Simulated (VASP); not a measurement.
# SnTe (F-43m) in VASP: a series of runs

The runs below take SnTe through G0W0 quasiparticle levels, with PBE.

Everything below comes from runs of VASP 6.6.1. Logs are shortened: lines on timing, memory, paths and dates and some standing lists are left out, and cuts for length are marked.

## 1. The crystal as given

Symmetry: F-43m, No. 216, cubic system. Conventional cell: a = 7.222 Å, b = 7.222 Å, c = 7.222 Å, α = 90.00°, β = 90.00°, γ = 90.00°. Te (site symmetry -43m) is surrounded by 4 Sn at 3.13 Å. Sn (site symmetry -43m) is surrounded by 4 Te at 3.13 Å.

Measurements of this composition are mostly on another form, of space group No. 225.

## 2. G0W0 quasiparticle levels, PBE

The input, POSCAR:

```
SnTe
1.0
    0.0000000000      3.6111460000      3.6111460000
    3.6111460000      0.0000000000      3.6111460000
    3.6111460000      3.6111460000      0.0000000000
Te Sn
1 1
Direct
    0.2500000000      0.2500000000      0.2500000000
    0.0000000000      0.0000000000      0.0000000000
```

The input, INCAR.step1:

```
SYSTEM = SnTe
ALGO = Normal ; EDIFF = 1E-8
ENCUT = 450 ; GGA = PE
ISMEAR = 0 ; LASPH = .True.
LCHARG = .False. ; LREAL = .False.
LWAVE = .True. ; NELM = 80
PREC = Accurate ; SIGMA = 0.01
```

The input, INCAR.step2:

```
SYSTEM = SnTe
ALGO = Exact ; EDIFF = 1E-8
ENCUT = 450 ; GGA = PE
ISMEAR = 0 ; ISTART = 1
LASPH = .True. ; LCHARG = .False.
LOPTICS = .True. ; LREAL = .False.
LWAVE = .True. ; NBANDS = 236
NELM = 1 ; PREC = Accurate
SIGMA = 0.01
```

The input, INCAR.step3:

```
SYSTEM = SnTe
ALGO = EVGW0 ; EDIFF = 1E-8
ENCUT = 450 ; ENCUTGW = 75
GGA = PE ; ISMEAR = 0
ISTART = 1 ; LASPH = .True.
LCHARG = .False. ; LREAL = .False.
LWAVE = .False. ; NBANDS = 236
NBANDSGW = 18 ; NELMGW = 1
NOMEGA = 48 ; PREC = Accurate
PRECFOCK = Fast ; SIGMA = 0.01
```

The input, KPOINTS:

```
k-points
0
Gamma
  2 2 2
  0 0 0
```

Potentials or basis: VASP PAW PBE potentials, release 64 (Te_GW, Sn_d_GW).

On the command line:

```bash
$ cat potpaw_PBE.64/Te_GW/POTCAR potpaw_PBE.64/Sn_d_GW/POTCAR > POTCAR
$ cp INCAR.step1 INCAR
$ mpirun -np 1 vasp_std > vasp.out
$ cp INCAR.step2 INCAR
$ mpirun -np 1 vasp_std > vasp.out
$ cp INCAR.step3 INCAR
$ mpirun -np 1 vasp_std > vasp.out
```

OUTCAR:

```text
SYSTEM = SnTe
   EDIFF = 1E-8
   ENCUT = 450
   ENCUTGW = 75
   GGA = PE
   ISMEAR = 0
   ISTART = 1
   LASPH = .True.
   LREAL = .False.
   NELMGW = 1
   PREC = Accurate
   PRECFOCK = Fast

 Found      3 irreducible k-points:

 Following reciprocal coordinates:
            Coordinates               Weight
  0.000000  0.000000  0.000000      1.000000
  0.500000  0.000000  0.000000      4.000000
  0.500000  0.500000  0.000000      3.000000
   k-points           NKPTS =      3   k-points in BZ     NKDIM =      8   number of bands    NBANDS=    236
   number of dos      NEDOS =    301   number of ions     NIONS =      2
   total plane-waves  NPLWV =  46656
   dimension x,y,z NGX =    36 NGY =   36 NGZ =   36
   dimension x,y,z NGXF=    72 NGYF=   72 NGZF=   72
   ions per type =               1   1
   NGX,Y,Z   is equivalent  to a cutoff of  11.72, 11.72, 11.72 a.u.
   NGXF,Y,Z  is equivalent  to a cutoff of  23.44, 23.44, 23.44 a.u.
 SYSTEM =  SnTe
   PREC   = accura    normal or accurate (medium, high low for compatibility)
   ISTART =      1    job   : 0-new  1-cont  2-samecut
   ICHARG =      0    charge: 1-file 2-atom 10-const
   ISPIN  =      1    spin polarized calculation?
   LNONCOLLINEAR =      F non collinear calculations
   LSORBIT =      F    spin-orbit coupling
   LASPH  =      T    aspherical Exc in radial PAW
   ENCUT  =  450.0 eV  33.07 Ry    5.75 a.u.   8.83  8.83  8.83*2*pi/ulx,y,z
   NELM   =     60;   NELMIN=  2; NELMDL=  0     # of ELM steps
   EDIFF  = 0.1E-07   stopping-criterion for ELM
   LREAL  =      F    real-space projection
   EDIFFG = 0.1E-06   stopping-criterion for IOM
   NSW    =      0    number of steps for IOM
   IBRION =     -1    ionic relax: 0-MD 1-quasi-New 2-CG
   NFREE  =      0    steps in history (QN), initial steepest desc. (CG)
   ISIF   =      0    stress and relaxation
   ISYM   =      3    0-nonsym 1-usesym 2-fastsym
   POTIM  = 0.5000    time-step for ionic-motion
   TEBEG  =    0.0;   TEEND  =   0.0 temperature during run
   PSTRESS=    0.0 pullay stress
   NELECT =      20.0000    total number of electrons
   NUPDOWN=      -1.0000    fix difference up-down
   EMIN   =  10.00;   EMAX   =-10.00  energy-range for DOS
   EFERMI =   0.00;   METHOD = LEGACY
   ISMEAR =     0;   SIGMA  =   0.01  broadening in eV -4-tet -1-fermi 0-gaus
   EFERMI_NEDOS =   21; number of points for ismear=-14 and -15
   IALGO  =     38    algorithm
   IMIX   =      4    mixing-type and parameters
     AMIX     =   0.40;   BMIX     =  1.00
     AMIX_MAG =   1.60;   BMIX_MAG =  1.00
  volume/ion in A,a.u.               =      47.09       317.78
  Fermi-wavevector in a.u.,A,eV,Ry     =   0.976704  1.845704 12.979296  0.953951
  Thomas-Fermi vector in A             =   2.107344
   LORBIT       =      0    0 simple, 1 ext, 2 COOP (PROOUT), +10 PAW based schemes
   GGA     = PE    functional components
   LHFCALC =     T    Hartree Fock is set to
   PRECFOCK=fast      Normal, Fast or Accurate (Low or Medium for compatibility)
   ENCUT4O =  -1.0   cutoff for four orbital integrals eV
   NKREDX  =     1    reduce k-point grid by
   NKREDY  =     1    reduce k-point grid by
   NKREDZ  =     1    reduce k-point grid by
   AEXX    =    1.0000 exact exchange contribution
   HFSCREEN=    0.0000 screening length (either q_TF or 0.3 A-1)
   HFSCREENC=   0.0000 screening length for correlation (either q_TF or 0.3 A-1)
   ENCUTFOCK=  -1.0 apply spherical cutoff to Coloumb kernel
   IVDW    =     0    specifies the selected vdW correction
   LEPSILON=     F    determine dielectric tensor
   LRPA    =     F    only Hartree local field effects (RPA)
   LRPAFORCE           =     F    calculate RPA forces
   ENCUTGW             =  75.0    cutoff for response function in eV
   ENCUTGWSOFT         =  60.0    soft cutoff for Coulomb kernel in GW response function in eV
   ENCUTLF             =  -1.0    cutoff for local field effects
   NELMGW              =     1    number of iterations in solving QP/BSE equation
   NELMHF              =     1    number of iterations in the inner HF iteration
   NKREDLFX            =     1    NKREDLFY  =   1   NKREDLFZ  =   1
 non-spin polarized calculation
 Gauss-broadening in eV      SIGMA  =   0.01
  energy-cutoff  :      450.00
  volume of cell :       94.18
 maximum number of plane-waves:      2085
 NGX is ok and might be reduce to    36
  NGX = 20; NGY = 20; NGZ = 20
   NGX = 17   NGY = 17   NGZ = 17
 maximum number of plane-waves:       150
 NGX is ok and might be reduce to    18

 QP shifts <psi_nk| G(iteration)W_0 |psi_nk>: iteration 1
 for sc-GW calculations column KS-energies equals QP-energies in previous step
 and V_xc(KS)=  KS-energies - (<T + V_ion + V_H > + <T+V_H+V_ion>^1  + <V_x>^1)

 k-point   1 :       0.0000    0.0000    0.0000
  band No.  KS-energies  QP-energies   sigma(KS)   V_xc(KS)     V^pw_x(r,r')   Z            occupation Imag(sigma)

      1     -19.3912     -21.7867     -21.2483     -17.5160     -27.0917       0.6418       2.0000       0.4609
      2     -19.3912     -21.7867     -21.2483     -17.5160     -27.0917       0.6418       2.0000       0.4609
      3     -19.3912     -21.7867     -21.2483     -17.5160     -27.0917       0.6418       2.0000       0.4609
      4     -19.3830     -21.7605     -21.2388     -17.5180     -27.0742       0.6390       2.0000       0.4518
      5     -19.3830     -21.7605     -21.2388     -17.5180     -27.0742       0.6390       2.0000       0.4518
      6      -9.0511      -9.1707     -10.9978     -10.7924     -17.0021       0.5826       2.0000       1.0725
[... 10 lines left out ...]
     17      10.0964       9.9393      -6.2348      -6.0194      -1.7165       0.7295       0.0000      -0.4083
     18      10.0964       9.9393      -6.2348      -6.0194      -1.7165       0.7295       0.0000      -0.4083

 k-point   2 :       0.5000    0.0000    0.0000
  band No.  KS-energies  QP-energies   sigma(KS)   V_xc(KS)     V^pw_x(r,r')   Z            occupation Imag(sigma)

      1     -19.3924     -21.7768     -21.2341     -17.5135     -27.0867       0.6409       2.0000       0.4630
      2     -19.3899     -21.7956     -21.2468     -17.5180     -27.0897       0.6452       2.0000       0.4571
      3     -19.3899     -21.7956     -21.2468     -17.5180     -27.0897       0.6452       2.0000       0.4571
      4     -19.3828     -21.7952     -21.2385     -17.5186     -27.0746       0.6485       2.0000       0.4503
      5     -19.3828     -21.7952     -21.2385     -17.5186     -27.0746       0.6485       2.0000       0.4503
      6      -8.5104      -8.6625     -11.3348     -11.0867     -16.9979       0.6132       2.0000       0.9701
[... 10 lines left out ...]
     17       9.3938       9.4490      -7.4693      -7.5447      -2.9196       0.7330       0.0000      -0.3385
     18      10.6741      10.7576      -7.8098      -7.9248      -3.0765       0.7252       0.0000      -0.3818

 k-point   3 :       0.5000    0.5000    0.0000
  band No.  KS-energies  QP-energies   sigma(KS)   V_xc(KS)     V^pw_x(r,r')   Z            occupation Imag(sigma)

      1     -19.3944     -21.7712     -21.2270     -17.5097     -27.0826       0.6394       2.0000       0.4711
      2     -19.3884     -21.8037     -21.2481     -17.5209     -27.0914       0.6480       2.0000       0.4521
      3     -19.3884     -21.8037     -21.2481     -17.5209     -27.0914       0.6480       2.0000       0.4521
      4     -19.3830     -21.7703     -21.2374     -17.5179     -27.0735       0.6419       2.0000       0.4517
      5     -19.3830     -21.7703     -21.2374     -17.5179     -27.0735       0.6419       2.0000       0.4517
      6      -8.2902      -8.4569     -11.4859     -11.2166     -17.0086       0.6190       2.0000       0.9359
[... 10 lines left out ...]
     17      10.7115      10.7845      -7.7878      -7.8897      -3.1825       0.7163       0.0000      -0.3065
     18      11.0314      11.1330      -7.7462      -7.8913      -2.9037       0.7005       0.0000      -0.3462
```

It took 58 s on 1 thread of AMD EPYC 9R45 (Zen 5), shared host; peak memory 0.62 GiB.

These settings aren't checked as converged: the numbers below hold their error.

Results:

```yaml
Band_gap_on_the_k_mesh_mean-field_level: 0.81 eV, direct
Quasiparticle_gap: 1.36 eV
Least_direct_quasiparticle_gap: 1.36 eV
```

Caveat: the k mesh is coarse (spacing up to 0.75 Å⁻¹), so the values aren't converged; bands, screening cutoff and mesh are small and nothing is extrapolated, so the quasiparticle values aren't converged; spin-orbit coupling is left out, which moves the levels of the heavy elements.

## 3. G0W0 quasiparticle levels, PBE

POSCAR is that of step 2.

INCAR.step1 is that of step 2.

INCAR.step2, as its differences from that of step 2:

```diff
@@ -6,3 +6,3 @@
 LOPTICS = .True. ; LREAL = .False.
-LWAVE = .True. ; NBANDS = 236
+LWAVE = .True. ; NBANDS = 123
 NELM = 1 ; PREC = Accurate
```

The input, INCAR.step3:

```
SYSTEM = SnTe
ALGO = EVGW0 ; EDIFF = 1E-8
ENCUT = 450 ; ENCUTGW = 150
GGA = PE ; ISMEAR = 0
ISTART = 1 ; LASPH = .True.
LCHARG = .False. ; LREAL = .False.
LWAVE = .False. ; NBANDS = 123
NBANDSGW = 18 ; NELMGW = 1
NOMEGA = 72 ; PREC = Accurate
PRECFOCK = Fast ; SIGMA = 0.01
```

KPOINTS is that of step 2.

Potentials or basis: VASP PAW PBE potentials, release 64 (Te_GW, Sn_d_GW).

On the command line:

```bash
$ cat potpaw_PBE.64/Te_GW/POTCAR potpaw_PBE.64/Sn_d_GW/POTCAR > POTCAR
$ cp INCAR.step1 INCAR
$ mpirun -np 1 vasp_std > vasp.out
$ cp INCAR.step2 INCAR
$ mpirun -np 1 vasp_std > vasp.out
$ cp INCAR.step3 INCAR
$ mpirun -np 1 vasp_std > vasp.out
```

OUTCAR:

```text
SYSTEM = SnTe
   EDIFF = 1E-8
   ENCUT = 450
   ENCUTGW = 150
   GGA = PE
   ISMEAR = 0
   ISTART = 1
   LASPH = .True.
   LREAL = .False.
   NELMGW = 1
   PREC = Accurate
   PRECFOCK = Fast

 Found      3 irreducible k-points:

 Following reciprocal coordinates:
            Coordinates               Weight
  0.000000  0.000000  0.000000      1.000000
  0.500000  0.000000  0.000000      4.000000
  0.500000  0.500000  0.000000      3.000000
   k-points           NKPTS =      3   k-points in BZ     NKDIM =      8   number of bands    NBANDS=    123
   number of dos      NEDOS =    301   number of ions     NIONS =      2
   total plane-waves  NPLWV =  46656
[... 57 lines left out ...]
   ENCUTLF             =  -1.0    cutoff for local field effects
   NELMGW              =     1    number of iterations in solving QP/BSE equation
   NELMHF              =     1    number of iterations in the inner HF iteration
   NKREDLFX            =     1    NKREDLFY  =   1   NKREDLFZ  =   1
 non-spin polarized calculation
 Gauss-broadening in eV      SIGMA  =   0.01
  energy-cutoff  :      450.00
  volume of cell :       94.18
 maximum number of plane-waves:      2085
 NGX is ok and might be reduce to    36
  NGX = 20; NGY = 20; NGZ = 20
   NGX = 17   NGY = 17   NGZ = 17
 maximum number of plane-waves:       411

 QP shifts <psi_nk| G(iteration)W_0 |psi_nk>: iteration 1
 for sc-GW calculations column KS-energies equals QP-energies in previous step
 and V_xc(KS)=  KS-energies - (<T + V_ion + V_H > + <T+V_H+V_ion>^1  + <V_x>^1)

 k-point   1 :       0.0000    0.0000    0.0000
  band No.  KS-energies  QP-energies   sigma(KS)   V_xc(KS)     V^pw_x(r,r')   Z            occupation Imag(sigma)

      1     -19.3912     -21.5328     -20.8463     -17.5160     -27.0917       0.6431       2.0000       0.0068
      2     -19.3912     -21.5328     -20.8463     -17.5160     -27.0917       0.6431       2.0000       0.0068
      3     -19.3912     -21.5328     -20.8463     -17.5160     -27.0917       0.6431       2.0000       0.0068
      4     -19.3830     -21.5253     -20.8533     -17.5180     -27.0742       0.6423       2.0000      -0.0137
      5     -19.3830     -21.5253     -20.8533     -17.5180     -27.0742       0.6423       2.0000      -0.0137
      6      -9.0511      -9.1247     -10.9281     -10.7924     -17.0021       0.5427       2.0000       0.8781
[... 41 lines left out ...]
      4     -19.3830     -21.5303     -20.8490     -17.5179     -27.0735       0.6446       2.0000      -0.0140
      5     -19.3830     -21.5303     -20.8490     -17.5179     -27.0735       0.6446       2.0000      -0.0140
      6      -8.2902      -8.4618     -11.4959     -11.2166     -17.0086       0.6145       2.0000       0.7887
[... 10 lines left out ...]
     17      10.7115      10.8372      -7.7114      -7.8897      -3.1825       0.7055       0.0000      -0.2781
     18      11.0314      11.1856      -7.6674      -7.8913      -2.9037       0.6887       0.0000      -0.3031
```

OUTCAR.step2:

```text
SYSTEM = SnTe
   EDIFF = 1E-8
   ENCUT = 450
   GGA = PE
[... 517 lines left out ...]
  --------------------------------------------------------------------------------------------------------------
     0.00000     7.66080     7.66080     7.66080     0.00000    -0.00000     0.00000
     0.97772     8.07906     8.07906     8.07906     0.00000    -0.00000     0.00000
     1.95544    10.72553    10.72553    10.72553     0.00000    -0.00000     0.00000
     2.93316    11.90020    11.90020    11.90020     0.00000    -0.00000     0.00000
     3.91087     5.84257     5.84257     5.84257     0.00000    -0.00000     0.00000
     4.88859    -7.11229    -7.11229    -7.11229     0.00000    -0.00000     0.00000
[... 92 lines left out ...]
    95.81643     0.95478     0.95478     0.95478    -0.00000     0.00000     0.00000
    96.79415     0.95610     0.95610     0.95610    -0.00000     0.00000     0.00000
```

Wall time 64 s (1 thread of AMD EPYC 9R45 (Zen 5), shared host); peak memory 0.61 GiB.

These settings aren't checked as converged: the numbers below hold their error.

What came out:

```
Band gap on the k mesh, mean-field level : 0.81 eV, direct
Quasiparticle gap                        : 1.40 eV
Least direct quasiparticle gap           : 1.40 eV
```

Caveat: the k mesh is coarse (spacing up to 0.75 Å⁻¹), so the values aren't converged; bands, screening cutoff and mesh are small and nothing is extrapolated, so the quasiparticle values aren't converged; spin-orbit coupling is left out, which moves the levels of the heavy elements.

## 4. For comparison

An earlier run on the cell as given: functional PBEsol; potentials or basis VASP PAW PBE potentials, release 64 (Te, Sn_d); cutoff 520 eV; k mesh 7 × 7 × 7; occupations fermi-dirac, width 0.05 eV; no spin polarisation.

- Pressure: -1.4 GPa
- Band gap on the k mesh: 0.28 eV, indirect (least direct gap 0.79 eV)
